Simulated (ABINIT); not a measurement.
Crystal: TaN.

```
Ta N
1.0
     0.00000    2.21132    2.21132
     2.21132    0.00000    2.21132
     2.21132    2.21132    0.00000
Ta N
1 1
Direct
  0.50000 0.50000 0.50000
  0.00000 0.00000 0.00000
```

The cell comes from a database or a generator and needn't be the stable form of this composition.

Base run:

```yaml
Program: ABINIT 10.8.3 (patched build)
Functional: WC
Potentials_or_basis: JTH PAW PBE v2.0
Cutoff: 844 eV
k_mesh: 10 × 10 × 10
Occupations: fermi-dirac, width 0.05 eV
Spin: no spin polarisation
```

Its results: band gap on the k mesh none (metal or under the smearing width); pressure -9.0 GPa.

Task: After a change of settings the same cell gave: band gap on the k mesh none (metal or under the smearing width); pressure -3.9 GPa. Which change was it?
A. functional from WC to PBEsol
B. functional from WC to BLYP
C. functional from WC to SCAN
D. functional from WC to r2SCAN

Result: D.

Caveats: the highest band is partly filled, so the run has too few bands; the PAW data sets were made with another functional, which shifts forces and pressure a little.
